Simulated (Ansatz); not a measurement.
# Ionic part of the dielectric constant of BN at 40 GPa, mode by mode

Level of theory: Ansatz, DFT PBEsol, scalar-relativistic, plane waves, PAW. Settings: 420 eV plane-wave cutoff, Γ-centred 12×12×12 mesh, fixed occupations. No spin polarisation. Phonons by linear response, acoustic sum rule imposed.

It takes space group F-43m (No. 216, cubic). Conventional cell: a = 3.501 Å, b = 3.501 Å, c = 3.501 Å, α = 90.00°, β = 90.00°, γ = 90.00°. B (site symmetry -43m) has 4 N at 1.52 Å as nearest neighbours. Around N (site symmetry -43m) lie 4 B at 1.52 Å.

Other phases may be more stable at this pressure.

The primitive cell has V = 10.73 Å³ and ε∞,zz = 4.554. Each polar mode adds Δε = (4.92064×10⁷/V)·S/ν² along z, with S its oscillator strength in e²/amu, ν in cm⁻¹ and V in Å³.

Question: From these modes, find each Δε and ε0,zz.
```
ν (cm⁻¹) S_zz (e²/amu)
  1165.2         0.5667
```

Answer:
```json
{"ν (cm⁻¹)": "1165.2", "Δε": "1.91"}
```

The sum is 1.914, so ε0,zz = 6.47; the run's tensor has 6.47.

Question: Where do the longitudinal modes lie for a wave vector along z?

Answer: At 1389 cm⁻¹. The Lyddane–Sachs–Teller product Π(ν_LO/ν_TO)² = 1.42 matches ε0/ε∞ = 1.42.

Cost: 1 run of about 0.21 core-minutes, on Intel Xeon 6975P-C (Granite Rapids) (shared hosts).

The electrons supply most of the static screening in compressed cubic BN: the lattice adds 1.91 to an electronic value of 4.554. The light atoms help put the transverse mode at 1165.2 cm⁻¹, but they don't explain the modest ionic term, because the reduced mass cancels between oscillator strength and squared frequency. What remains is the squared Born effective charge over the force constant and cell volume. Short, strongly directional sp³ bonds make that force constant large, and the oscillator strength implies an effective charge well below the formal trivalent one, as expected for a polar covalent network.

The bonds are still clearly polar. The macroscopic field of the longitudinal vibration adds a restoring force that lifts it to 1389 cm⁻¹, a splitting that non-polar diamond lacks by symmetry. Cubic symmetry makes the dielectric response isotropic, so the zz component stands for the whole tensor. With a single pressure, the results don't show whether compression changes the ionic term more through bond stiffening or through the effective charge.
